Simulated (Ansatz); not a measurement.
## CaO (zincblende) under strain

CaO built on the zincblende prototype, relaxed with r2SCAN in Ansatz. It is cubic, F-43m (No. 216); a = 5.213 Å in the conventional setting, 17.71 Å³ an atom. Ca is surrounded by 4 O at 2.26 Å; O is surrounded by 4 Ca at 2.26 Å.

The axes x, y and z are those of this cell:
```xyz
2
Lattice="0.0000 2.6067 2.6067 2.6067 0.0000 2.6067 2.6067 2.6067 0.0000" Properties=species:S:1:pos:R:3 pbc="T T T"
Ca    0.0000    0.0000    0.0000
O     1.3034    1.3034    1.3034
```

Unstrained: PBE gives an indirect gap of 3.333 eV, from W to Γ; the least direct gap is 3.954 eV at Γ. r2SCAN gives an indirect gap of 3.759 eV, from W to Γ; the least direct gap is 4.375 eV at Γ. With HSE06 the valence top lies at X and the conduction bottom at Γ, 4.728 eV higher; the smallest vertical gap, at Γ, is 5.346 eV. Meshes: PBE 8×8×8, r2SCAN 8×8×8, HSE06 6×6×6. Strains are changes of length per length. After each strain the atoms were relaxed again with r2SCAN within the symmetry that the strain leaves, so tilts or polar shifts that break it weren't tested; points keep the names that they have in the unstrained zone. Spin-unpolarised throughout. Whether this structure exists isn't addressed.

Changes of the least gap in eV (an overlap counts as a negative gap):
```csv
strain,volume change (%),space group,PBE,r2SCAN,HSE06,G0W0@PBE (mesh),"energy rise, r2SCAN (meV/atom)"
uniaxial +2.0 % along z,+2.0,I-4m2,-0.087,-0.089,-0.101,-0.10,2.1
"epitaxial +0.5 % in the plane normal to [111], free normal strain -0.45 %",+0.5,R3m,-0.023,-0.025,-0.029,-0.03,0.4
"epitaxial -2.5 % in the xy plane, free normal strain +3.78 %",-1.3,I-4m2,-0.020,-0.019,-0.025,-0.03,3.5
"epitaxial -1.0 % in the xy plane, free normal strain +1.58 %",-0.4,I-4m2,-0.008,-0.009,-0.012,-0.02,0.5
uniaxial -1.0 % along [111],-1.0,R3m,+0.031,+0.030,+0.032,+0.03,0.7
```
Unstrained, G0W0@PBE with 147 empty bands, a screening cutoff of 150 eV and a 6×6×6 mesh gives 4.73 eV on its mesh; the band count follows the volume. G0W0 values are finite-basis, finite-mesh values.

Uniaxial +2.0 % along z, other directions held. HSE06: the gap goes from 4.728 to 4.627 eV (-0.101 eV). Stress change with r2SCAN, compression positive: xx -1.45, yy -1.45, zz -1.85 GPa.

Epitaxial +0.5 % in the plane normal to [111], free normal strain -0.45 %. HSE06: the gap goes from 4.728 to 4.699 eV (-0.029 eV). Stress change with r2SCAN, compression positive: xx -0.45, yy -0.45, zz -0.45, xy +0.24, xz +0.24, yz +0.24 GPa.

Epitaxial -2.5 % in the xy plane, free normal strain +3.78 %. HSE06: the gap goes from 4.728 to 4.703 eV (-0.025 eV); the edges go from X → Γ to (0.490, -1/2, -0.010) → Γ. Stress change with r2SCAN, compression positive: xx +1.41, yy +1.41, zz +0.04 GPa.

Epitaxial -1.0 % in the xy plane, free normal strain +1.58 %. HSE06: the gap goes from 4.728 to 4.716 eV (-0.012 eV). Stress change with r2SCAN, compression positive: xx +0.49, yy +0.49, zz +0.03 GPa.

Uniaxial -1.0 % along [111], other directions held. HSE06: the gap goes from 4.728 to 4.760 eV (+0.032 eV). Stress change with r2SCAN, compression positive: xx +0.84, yy +0.84, zz +0.84, xy +0.25, xz +0.25, yz +0.25 GPa.

Where an edge lies off the special points, it is a point of the mesh or the k point where a search put PBE's edge or least direct gap, reused for the other functionals, whose own edges may lie a little apart.

Coordinates of k points refer to the reciprocal vectors of the primitive cell of the runs.

The meshes of the hybrids are coarse, so their gaps aren't converged to the digits shown.
